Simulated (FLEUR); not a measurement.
# Bi (Im-3m) in FLEUR: settings compared, part 2 of 3

FLEUR MaX-R8.1 (later development tree). Earlier steps stand in the parts before.

### 3 Band structure, PBE

Contents of inp.xml:

```xml
<?xml version="1.0" encoding="UTF-8" standalone="no"?>
<fleurInput fleurInputVersion="0.39">
   <comment>
      Bi                                                                                                  
   </comment>
   <calculationSetup>
      <cutoffs Kmax="4.1" Gmax="12.7" GmaxXC="12.7" numbands="0"/>
      <scfLoop itmax="60" minDistance="0.00001" maxIterBroyd="15" imix="Anderson" alpha="0.05" precondParam="0.0" spinf="2.0" sdNocoIR="T"/>
      <coreElectrons ctail="T" frcor="F" kcrel="0" coretail_lmax="0"/>
      <xcFunctional name="pbe" relativisticCorrections="F"/>
      <magnetism jspins="1"/>
      <soc l_soc="F" theta="0.0" phi="0.0" spav="F"/>
      <expertModes spex="0" secvar="F"/>
      <geometryOptimization l_f="F" forcealpha="1.0" forcemix="BFGS" epsdisp="0.00001" epsforce="0.00001"/>
      <ldaU l_linMix="F" mixParam="0.05" spinf="1.0"/>
   </calculationSetup>
   <cell>
      <bzIntegration valenceElectrons="21.0" mode="hist" fermiSmearingEnergy="0.00183747">
         <kPointListSelection listName="default-1"/>
         <!-- k-points included here -->
         <xi:include xmlns:xi="http://www.w3.org/2001/XInclude" href="kpts.xml"> </xi:include>
      </bzIntegration>
      <!-- symmetry operations included here -->
      <xi:include xmlns:xi="http://www.w3.org/2001/XInclude" href="sym.xml"> </xi:include>
      <bulkLattice scale="1.0">
         <bravaisMatrix>
            <row-1>   -3.7443610400225311     3.7443610400225311     3.7443610400225311</row-1>
            <row-2>    3.7443610400225311    -3.7443610400225311     3.7443610400225311</row-2>
            <row-3>    3.7443610400225311     3.7443610400225311    -3.7443610400225311</row-3>
         </bravaisMatrix>
      </bulkLattice>
   </cell>
   <atomSpecies>
      <species name="Bismuth (Bi)" element="Bi" atomicNumber="83">
         <mtSphere radius="2.66" gridPoints="879" logIncrement="0.015"/>
         <atomicCutoffs lmax="11" lnonsphr="8"/>
         <electronConfig flipSpins="F">
            <coreConfig>(1s1/2) (2s1/2) (2p1/2) (2p3/2) (3s1/2) (3p1/2) (3p3/2) (4s1/2) (3d3/2) (3d5/2) (4p1/2) (4p3/2) (5s1/2) (4d3/2) (4d5/2) (4f5/2) (4f7/2)</coreConfig>
            <valenceConfig>(5p1/2) (5p3/2) (6s1/2) (5d3/2) (5d5/2) (6p1/2) (6p3/2)</valenceConfig>
            <stateOccupation state="(6p1/2)" spinUp="0.500000" spinDown="0.500000"/>
            <stateOccupation state="(6p3/2)" spinUp="1.000000" spinDown="1.000000"/>
         </electronConfig>
         <energyParameters s="6" p="6" d="5" f="5"/>
         <lo type="SCLO" l="1" n="5" eDeriv="0"/>
         <lo type="SCLO" l="1" n="5" eDeriv="1"/>
         <lo type="SCLO" l="0" n="6" eDeriv="2"/>
         <lo type="SCLO" l="2" n="5" eDeriv="2"/>
         <lo type="SCLO" l="3" n="5" eDeriv="2"/>
      </species>
   </atomSpecies>
   <atomGroups>
      <atomGroup species="Bismuth (Bi)">
         <relPos label="                   1">.0000000000 .0000000000 .0000000000</relPos>
         <force calculate="T" relaxXYZ="TTT"/>
      </atomGroup>
   </atomGroups>
   <output dos="F" band="F" slice="F">
      <checks vchk="F" cdinf="F"/>
      <bandDOS minEnergy="-.5*Htr" maxEnergy="0.5*Htr" sigma="0.015" storeEVData="T"/>
      <vacuumDOS vacdos="F" integ="F" star="F" nstars="0" locx1="0.0" locy1="0.0" locx2="0.0" locy2="0.0" nstm="0" tworkf="0.0"/>
      <unfoldingBand unfoldBand="F" supercellX="1" supercellY="1" supercellZ="1"/>
      <plotting iplot="0" polar="F">
         <plot TwoD="T" vec1="  1.0  0.0  0.0" vec2="  0.0  1.0  0.0" vec3="  0.0  0.0  1.0" zero="  0.0  0.0  0.0" file="plot"/>
      </plotting>
      <chargeDensitySlicing numkpt="0" minEigenval="0.0" maxEigenval="0.0" nnne="0" pallst="F"/>
      <specialOutput eonly="F"/>
      <moessbauerParams electricFieldGradient="T" isomerShift="T" coreHyperfine="T" valenceHyperfine="T"/>
      <magneticCircularDichroism mcd="F" energyLo="-10.0" energyUp="0.0"/>
   </output>
  <!-- We include the file relax.xml here to enable relaxations (see documentation) -->
  <xi:include xmlns:xi="http://www.w3.org/2001/XInclude" href="relax.xml"> <xi:fallback/> </xi:include>
</fleurInput>
```

Contents of crystal.txt:

```
Bi
&input cartesian=F /
-1.9814305318  1.9814305318  1.9814305318
1.9814305318  -1.9814305318  1.9814305318
1.9814305318  1.9814305318  -1.9814305318
1.8897261246
1.0 1.0 1.0

1
83 0.0000000000  0.0000000000  0.0000000000

&kpt div1=9 div2=9 div3=9 gamma=T /
```

Contents of inp.xml (bands):

```
<?xml version="1.0" encoding="UTF-8" standalone="no"?>
<fleurInput fleurInputVersion="0.39">
   <comment>
      Bi                                                                                                  
   </comment>
   <calculationSetup>
      <cutoffs Kmax="4.1" Gmax="12.7" GmaxXC="12.7" numbands="0"/>
      <scfLoop itmax="60" minDistance="0.00001" maxIterBroyd="15" imix="Anderson" alpha="0.05" precondParam="0.0" spinf="2.0" sdNocoIR="T"/>
      <coreElectrons ctail="T" frcor="F" kcrel="0" coretail_lmax="0"/>
      <xcFunctional name="pbe" relativisticCorrections="F"/>
      <magnetism jspins="1"/>
      <soc l_soc="F" theta="0.0" phi="0.0" spav="F"/>
      <expertModes spex="0" secvar="F"/>
      <geometryOptimization l_f="F" forcealpha="1.0" forcemix="BFGS" epsdisp="0.00001" epsforce="0.00001"/>
      <ldaU l_linMix="F" mixParam="0.05" spinf="1.0"/>
   </calculationSetup>
   <cell>
      <bzIntegration valenceElectrons="21.0" mode="hist" fermiSmearingEnergy="0.00183747">
         <kPointListSelection listName="path-1"/>
         <!-- k-points included here -->
         <xi:include xmlns:xi="http://www.w3.org/2001/XInclude" href="kpts.xml"> </xi:include>
      </bzIntegration>
      <!-- symmetry operations included here -->
      <xi:include xmlns:xi="http://www.w3.org/2001/XInclude" href="sym.xml"> </xi:include>
      <bulkLattice scale="1.0">
         <bravaisMatrix>
            <row-1>   -3.7443610400225311     3.7443610400225311     3.7443610400225311</row-1>
            <row-2>    3.7443610400225311    -3.7443610400225311     3.7443610400225311</row-2>
            <row-3>    3.7443610400225311     3.7443610400225311    -3.7443610400225311</row-3>
         </bravaisMatrix>
      </bulkLattice>
   </cell>
   <atomSpecies>
      <species name="Bismuth (Bi)" element="Bi" atomicNumber="83">
         <mtSphere radius="2.66" gridPoints="879" logIncrement="0.015"/>
         <atomicCutoffs lmax="11" lnonsphr="8"/>
         <electronConfig flipSpins="F">
            <coreConfig>(1s1/2) (2s1/2) (2p1/2) (2p3/2) (3s1/2) (3p1/2) (3p3/2) (4s1/2) (3d3/2) (3d5/2) (4p1/2) (4p3/2) (5s1/2) (4d3/2) (4d5/2) (4f5/2) (4f7/2)</coreConfig>
            <valenceConfig>(5p1/2) (5p3/2) (6s1/2) (5d3/2) (5d5/2) (6p1/2) (6p3/2)</valenceConfig>
            <stateOccupation state="(6p1/2)" spinUp="0.500000" spinDown="0.500000"/>
            <stateOccupation state="(6p3/2)" spinUp="1.000000" spinDown="1.000000"/>
         </electronConfig>
         <energyParameters s="6" p="6" d="5" f="5"/>
         <lo type="SCLO" l="1" n="5" eDeriv="0"/>
         <lo type="SCLO" l="1" n="5" eDeriv="1"/>
         <lo type="SCLO" l="0" n="6" eDeriv="2"/>
         <lo type="SCLO" l="2" n="5" eDeriv="2"/>
         <lo type="SCLO" l="3" n="5" eDeriv="2"/>
      </species>
   </atomSpecies>
   <atomGroups>
      <atomGroup species="Bismuth (Bi)">
         <relPos label="                   1">.0000000000 .0000000000 .0000000000</relPos>
         <force calculate="T" relaxXYZ="TTT"/>
      </atomGroup>
   </atomGroups>
   <output dos="F" band="T" slice="F">
      <checks vchk="F" cdinf="F"/>
      <bandDOS minEnergy="-.5*Htr" maxEnergy="0.5*Htr" sigma="0.015" storeEVData="T"/>
      <vacuumDOS vacdos="F" integ="F" star="F" nstars="0" locx1="0.0" locy1="0.0" locx2="0.0" locy2="0.0" nstm="0" tworkf="0.0"/>
      <unfoldingBand unfoldBand="F" supercellX="1" supercellY="1" supercellZ="1"/>
      <plotting iplot="0" polar="F">
         <plot TwoD="T" vec1="  1.0  0.0  0.0" vec2="  0.0  1.0  0.0" vec3="  0.0  0.0  1.0" zero="  0.0  0.0  0.0" file="plot"/>
      </plotting>
      <chargeDensitySlicing numkpt="0" minEigenval="0.0" maxEigenval="0.0" nnne="0" pallst="F"/>
      <specialOutput eonly="F"/>
      <moessbauerParams electricFieldGradient="T" isomerShift="T" coreHyperfine="T" valenceHyperfine="T"/>
      <magneticCircularDichroism mcd="F" energyLo="-10.0" energyUp="0.0"/>
   </output>
  <!-- We include the file relax.xml here to enable relaxations (see documentation) -->
  <xi:include xmlns:xi="http://www.w3.org/2001/XInclude" href="relax.xml"> <xi:fallback/> </xi:include>
</fleurInput>
```

Potentials or basis: all-electron, FLAPW.

Started as:

```console
inpgen -f crystal.txt -profile fastHighL
# inp.xml edited to the form shown
fleur_MPI
fleur_MPI   # second run, on inp.xml (bands)
```

What it wrote:

```text
Welcome to FLEUR        (www.flapw.de)
      MaX-Release 8.1          (www.max-centre.eu)

 ========== k-point set info ==========
 Selected k-point list: default-1
 k-point list type: mesh
 9 x 9 x 9
 Number of k points: 35

 ------------Calculation Setup---------------------------
 Number of MPI-tasks      :            1
 Number of PE/node        :            1
 Number of OMP-threads    :            1
 Most efficient MPI parallelization for:
           1           5           7          35
 Additional eigenvalue parallelization possible
 Number of basis functions:          285
 Approximate size of matrices (H+S) per k-point:         0.001 GB
 --------------------------------------------------------
 Iteration:     1   Distance:      11.92532912 me/bohr^3
 Iteration:     2   Distance:      11.23571525 me/bohr^3
 Iteration:     3   Distance:       3.25689073 me/bohr^3
 Iteration:     4   Distance:       0.22611017 me/bohr^3
 Iteration:     5   Distance:       0.21420161 me/bohr^3
 Iteration:     6   Distance:       0.04889605 me/bohr^3
 Iteration:     7   Distance:       0.00265182 me/bohr^3
 Iteration:     8   Distance:       0.00241094 me/bohr^3
 Iteration:     9   Distance:       0.00030619 me/bohr^3
 Iteration:    10   Distance:       0.00008239 me/bohr^3
 Iteration:    11   Distance:       0.00001538 me/bohr^3
 Iteration:    12   Distance:       0.00000228 me/bohr^3

 ********************************************************************
 Run finished successfully
 Stop message:
   all done
 ********************************************************************
```

output (bands):

```text
Welcome to FLEUR        (www.flapw.de)
      MaX-Release 8.1          (www.max-centre.eu)

 ========== k-point set info ==========
 Selected k-point list: path-1
 k-point list type: path
 Number of k points: 60

 ------------Calculation Setup---------------------------
 Number of MPI-tasks      :            1
 Number of PE/node        :            1
 Number of OMP-threads    :            1
 Most efficient MPI parallelization for:
           1           2           3           4           5           6          10          12          15          20          30          60
 Additional eigenvalue parallelization possible
 Number of basis functions:          291
 Approximate size of matrices (H+S) per k-point:         0.001 GB
 --------------------------------------------------------
 Fermi energy correction for metals:
 Fermi energy in bands.* files may not be consistent with last density.
 Please correct it manually (e.g. in band.gnu file).

 Note: Band structure data (together with different weights) is also stored in the banddos.hdf file.
       A convenient way of extracting and plotting the data from that file is by making use of the

 ********************************************************************
 Run finished successfully
 Stop message:
   Charge density postprocessing done.
 ********************************************************************
```

out.xml (last iteration):

```text
<iteration numberForCurrentRun="   12" overallNumber="   12">
         <energyParameters units="Htr">
            <atomicEP atomType="1" spin="1" branch="6s" branchLowest="-5.32" branchHighest="0.44" value="-0.0960193438"/>
            <atomicEP atomType="1" spin="1" branch="6p" branchLowest="-3.05" branchHighest="1.29" value="0.2283435643"/>
            <atomicEP atomType="1" spin="1" branch="5d" branchLowest="-15.30" branchHighest="-0.48" value="-0.4870002981"/>
[... 97 lines left out ...]
            </atomTypeDependentContributions>
            <tkbTimesEntropy value="0.0001501985"/>
            <freeEnergy value="-21581.1202882440"/>
            <extrapolationTo0K value="-21581.1202131448"/>
         </totalEnergy>
         <densityConvergence units="me/bohr^3">
            <chargeDensity spin="1" distance="0.0000022784"/>
         </densityConvergence>
      </iteration>
```

Wall time 24 s (1 thread of Arm Neoverse N1, shared host); peak memory 0.07 GiB.

Results:

| Item | Value |
| --- | --- |
| Free energy | -587252.1998 eV |
| Band gap along the path | none (metal or under the smearing width) |
| Valence electrons inside the program's atomic spheres | Bi 18.79 (radii Bi 2.66 bohr) |

Levels at the corners of the path, in eV from the Fermi level:
| point | band 6 | band 7 | band 8 | band 9 | band 10 | band 11 | band 12 | band 13 | band 14 | band 15 |
| --- | --- | --- | --- | --- | --- | --- | --- | --- | --- | --- |
| Γ | -23.06 | -22.93 | -22.93 | -13.55 | 5.11 | 5.11 | 5.11 | 9.11 | 10.43 | 10.43 |
| H | -22.87 | -22.87 | -22.87 | -8.38 | -1.83 | -1.83 | -1.83 | 3.51 | 3.51 | 15.24 |
| N | -22.94 | -22.94 | -22.85 | -10.49 | -5.10 | 1.55 | 3.44 | 5.95 | 7.56 | 12.35 |
| Γ | -23.06 | -22.93 | -22.93 | -13.55 | 5.11 | 5.11 | 5.11 | 9.11 | 10.43 | 10.43 |
| P | -22.99 | -22.94 | -22.94 | -9.96 | -2.36 | -2.36 | -2.36 | 14.95 | 14.95 | 14.95 |
| H | -22.87 | -22.87 | -22.87 | -8.38 | -1.83 | -1.83 | -1.83 | 3.51 | 3.51 | 15.24 |
| P | -22.99 | -22.94 | -22.94 | -9.96 | -2.36 | -2.36 | -2.36 | 14.95 | 14.95 | 14.95 |
| N | -22.94 | -22.94 | -22.85 | -10.49 | -5.10 | 1.55 | 3.44 | 5.95 | 7.56 | 12.35 |

Core levels (eV from the Fermi level):
| atom | levels |
| --- | --- |
| 1 Bi | 1s1/2 -90520.3, 2s1/2 -16246.3, 2p1/2 -15606.5, 2p3/2 -13286.3, 3s1/2 -3918.4, 3p1/2 -3629.9, 3p3/2 -3110.4, 4s1/2 -896.6, 3d3/2 -2638.8, 3d5/2 -2528.7, 4p1/2 -771.2, 4p3/2 -643.2, 5s1/2 -153.4, 4d3/2 -439.6, 4d5/2 -415.7, 4f5/2 -151.6, 4f7/2 -146.1 |

Caveat: spin-orbit coupling is left out, which moves the levels of the heavy elements.

[end of part 2 of 3]
